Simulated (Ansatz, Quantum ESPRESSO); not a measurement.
This is a calculation of V for Quantum ESPRESSO 7.5 (ASE script). 

File run.py:

```python
import numpy as np
from ase.calculators.espresso import Espresso, EspressoProfile
from ase.io import read

atoms = read('V.xyz')
atoms.set_initial_magnetic_moments([2.0])

input_data = {
    'control': {'calculation': 'scf', 'prefix': 'pwscf', 'outdir': './tmp', 'tprnfor': True, 'tstress': True, 'disk_io': 'nowf'},
    'system': {'ecutwfc': 55.0, 'ecutrho': 440.0, 'nbnd': 15, 'occupations': 'smearing', 'smearing': 'fd', 'degauss': 0.00367493, 'nspin': 2},
    'electrons': {'conv_thr': 2e-10, 'electron_maxstep': 120, 'mixing_beta': 0.3},
}
pseudopotentials = {'V': 'v_pbe_v1.4.uspp.F.UPF'}
profile = EspressoProfile(command='pw.x', pseudo_dir='pseudo')
atoms.calc = Espresso(profile=profile, input_data=input_data, pseudopotentials=pseudopotentials, kpts=(12, 12, 12), koffset=(0, 0, 0))

print(f'energy {atoms.get_potential_energy():.8f} eV')
print('forces (eV/A)')
print(np.round(atoms.get_forces(), 6))
print('stress (eV/A^3, Voigt)')
print(np.round(atoms.get_stress(), 8))
print(f'Fermi level {atoms.calc.get_fermi_level():.4f} eV')
```

Contents of V.xyz:

```xyz
1
Lattice="-1.5143500000 1.5143500000 1.5143500000 1.5143500000 -1.5143500000 1.5143500000 1.5143500000 1.5143500000 -1.5143500000" Properties=species:S:1:pos:R:3 pbc="T T T"
V      0.0000000000      0.0000000000      0.0000000000
```

Potentials or basis: SSSP 1.3 efficiency PBE.

The run is started by

```bash
$ OMP_NUM_THREADS=1 python run.py
```

**Question.** What does the same run look like in Ansatz 0.2.0? Potentials or basis there: Ansatz PAW, cutoff 600 eV.

**Answer.** As run (cutoffs and basis follow the program's own potentials, and thresholds, step limits or extra output files can differ):

The input input.yaml:

```yaml
crystal:
  lattice:
    - [-1.51435, 1.51435, 1.51435]
    - [1.51435, -1.51435, 1.51435]
    - [1.51435, 1.51435, -1.51435]
  atoms:
    - { symbol: V, position: [0.0, 0.0, 0.0], spin: 2.0 }
hamiltonian:
  xc: pbe
  pseudopotentials: { kind: paw }
magnetization:
  spin_polarized: true
kpoints:
  mp_grid: { grid: [12, 12, 12] }
scf:
  occupations: { method: fermi_dirac, width: 0.05 }
basis:
  ecutwfc: "600 eV"
output:
  forces: true
  stress: true
  eigenvalues: true
```

Potentials or basis: Ansatz PAW.

Launch:

```console
$ ansatz run input.yaml --threads 2 --pin off --max-ram 5120MiB --backend cpu --events-out ev --progress --plain --runs-dir out
```

Both were run:

|  | Quantum ESPRESSO | Ansatz |
| --- | --- | --- |
| Pressure | -5.5 GPa | -5.4 GPa |
| Net moment | 0.00 μB per cell | 0.00 μB per cell |
| Absolute moment | 0.00 μB per cell | 0.00 μB per cell |

Ansatz's pressure holds a Pulay term of +0.01 GPa for its cutoff of 600 eV, which the other run lacks.

The magnetic state is the one that the start led to; the real crystal's order can differ.

Pressure is positive in compression.
